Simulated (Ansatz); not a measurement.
BaTiO3, space group Amm2: an equation of state with a fit, run with the Ansatz DFT code, driven from Python.

Script `eos.py`:
```python
import ansatz as az
import numpy as np

FUNCTIONAL = "PBEsol"
SMEARING = "fixed"
CUTOFF_EV = 500
KMESH = (6, 6, 6)

vectors0 = np.array([
    [3.9855, 0.0, 0.0],
    [0.0, 2.8369, 2.84515],
    [0.0, -2.8369, 2.84515],
])
sites = [
    ("Ba", [0.0, 0.0, 0.0]),
    ("Ti", [0.5, 0.5124, 0.5124]),
    ("O", [0.0, 0.4874, 0.4874]),
    ("O", [0.5, 0.50524, 0.99184]),
    ("O", [0.5, 0.99184, 0.50524]),
]


def build(cell):
    crystal = az.Crystal(lattice=az.Lattice.of(cell))
    for symbol, position in sites:
        crystal = crystal.atom(symbol, position)
    return crystal


def main() -> None:
    volumes, energies = [], []
    for scale in np.linspace(0.95, 1.07, 5):
        cell = vectors0 * scale ** (1 / 3)
        calculation = (
            build(cell).calculation()
            .functional(FUNCTIONAL)
            .occupations(SMEARING)
            .basis(CUTOFF_EV)
            .kpoints(*KMESH)
        )
        r = calculation.run(threads=1, backend="cpu").report
        volumes.append(abs(np.linalg.det(cell)) / len(sites))
        energies.append(r["free_energy_ev"] / len(sites))
        print(f"V = {volumes[-1]:8.4f} A^3/atom  F = {energies[-1]:.5f} eV/atom")

    x = np.array(volumes) ** (-2 / 3)
    poly = np.polynomial.Polynomial.fit(x, energies, 3).convert()
    roots = poly.deriv().roots()
    x0 = min((r.real for r in roots if abs(r.imag) < 1e-9 and poly.deriv(2)(r.real) > 0), key=lambda r: abs(r - x.mean()))
    v0 = x0 ** -1.5
    b0 = 4 / 9 * poly.deriv(2)(x0) * v0 ** (-7 / 3) * 160.21766
    b1 = 4 + 2 / 3 * x0 * poly.deriv(3)(x0) / poly.deriv(2)(x0)
    print(f"V0 = {v0:.4f} A^3/atom, B0 = {b0:.1f} GPa, dB/dP = {b1:.2f}")


if __name__ == "__main__":
    main()
```

Its results, one of them left out:

| V (Å³/atom) | F less the lowest row shown (meV/atom) |
| --- | --- |
| 12.224 | 5.57 |
| 12.610 | 0.00 |
| 12.996 | 7.43 |
| 13.382 | 25.82 |
| 13.768 | ? |

What is the missing energy at 13.768 Å³ an atom?

A third-order Birch-Murnaghan fit, E = E0 + (9 V0 B0 / 16) [(t - 1)³ B' + (t - 1)² (6 - 4t)] with t = (V0/V)^(2/3), through the 4 rows shown gives V0 = 12.572 Å³, B0 = 178.2 GPa, B' = 4.52 and E0 = -0.06 meV. At V = 13.768 Å³, t = 0.94120, and the fit extrapolates to 53.49 meV. The run gave 53.48 meV, a miss of 0.01 meV.

No spin polarisation was allowed. Shape and fractional positions are held along the curve, so the bulk modulus is an upper value where they are free to relax. The starting cell is as deposited in a crystallographic database; the results hold for this polymorph, which needn't be the stable one. Processor time in the engine: 30 s on 1 thread of Intel(R) Xeon(R) Processor @ 2.30GHz (shared host), peak memory 0.57 GiB.
